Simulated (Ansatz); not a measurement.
Input for Ansatz (plane-wave DFT), Sr:

```yaml
crystal:
  lattice:
    - [-2.425, 2.425, 2.425]
    - [2.425, -2.425, 2.425]
    - [2.425, 2.425, -2.425]
  atoms:
    - { symbol: Sr, position: [0.0, 0.0, 0.0] }
basis:
  ecutwfc: "27 Ry"
kpoints:
  mp_grid: { grid: [1, 4, 5] }
hamiltonian:
  xc: pbe
scf:
  occupations: { method: gaussian, width: 0.1 }
output:
  forces: true
  stress: true
  eigenvalues: true
```

Command:

```bash
ansatz run input.yaml --threads 1 --pin off --max-ram 1331MiB --backend cpu --events-out ev --progress --plain --runs-dir out
```

From the log (HF is the Harris–Foulkes energy, dr2 the density residual in eV):

```text
Warning: basis.ecutwfc = 367.3537 eV is below the records' recommended 420 eV, and the density's cutoff is lower with it unless basis.ecutrho_ratio is high enough to keep the records' density cutoff: compare with a run at a higher cutoff
Warning: crystal.symmetry: narrowed to the stabiliser of the k-point mesh — unitary ops 48 → 2; excluded 46 operations that carry a point of the 1×4×5 mesh (shift [0, 0, 0]) off the mesh (the run samples exactly the mesh kpoints.mp_grid names, as under crystal.symmetry.detect: false, and its converged state has the mesh's symmetry, not the crystal's …
Pseudopotential: Sr, paw, valence charge 10, recommended cutoff 420 eV (normal)
Crystal: 1 atom, lattice volume = 57.042 Å³
Basis set: ecut = 367.3537 eV, 935 PW (Γ), exchange–correlation on 54×54×54 points (8 copies of the dense FFT grid, shifted against one another)
Bands: 9, of which v1, the nominal top of the filled ones, is band 5 counted from 1 (4 counted from 0)
Symmetry: 2 space group operations
k-points: 11 of 20
Initial density: superposition of atomic densities, corrected by the library's trained network
SCF iter   1: HF=-3545.197049 eV  Δρ=6.69e-3  dr2=4.65e-2
SCF iter   2: HF=-3545.192434 eV  Δρ=2.93e-3  dr2=7.79e-3
SCF iter   3: HF=-3545.191736 eV  Δρ=2.68e-4  dr2=3.76e-5
SCF iter   4: HF=-3545.191774 eV  Δρ=9.97e-5  dr2=4.14e-6
SCF iter   5: HF=-3545.191774 eV  Δρ=1.95e-5  dr2=3.70e-7
SCF iter   6: F=-3545.191774 eV  HF=-3545.191774 eV  Δρ=4.49e-6  dr2=7.07e-9
SCF 1 converged in 6 iterations: F = -3545.191774 eV  dr2 = 7.07e-9
SCF converged after 6 iterations
Free energy (F): -3545.191774 eV
E sigma→0 (E₀):  -3545.191750 eV
Entropy (-TS):   -0.000048 eV (-0.048 meV/atom)
Fermi energy:    4.755401 eV
--- Forces (eV/Å), atoms counted from 1 ---
  atom   1  Sr     0.00000000     0.00000000     0.00000000
--- Stress (GPa, compression-positive) ---
       -1.087814       2.148401       2.061217
        2.148401      -0.630013      -2.688640
        2.061217      -2.688640      -0.711219
  P = ⅓ Tr σ = -0.8097 GPa (-8.097 kbar)
```

These settings were drawn at random to show what each does; none of the numbers is a converged property of the crystal.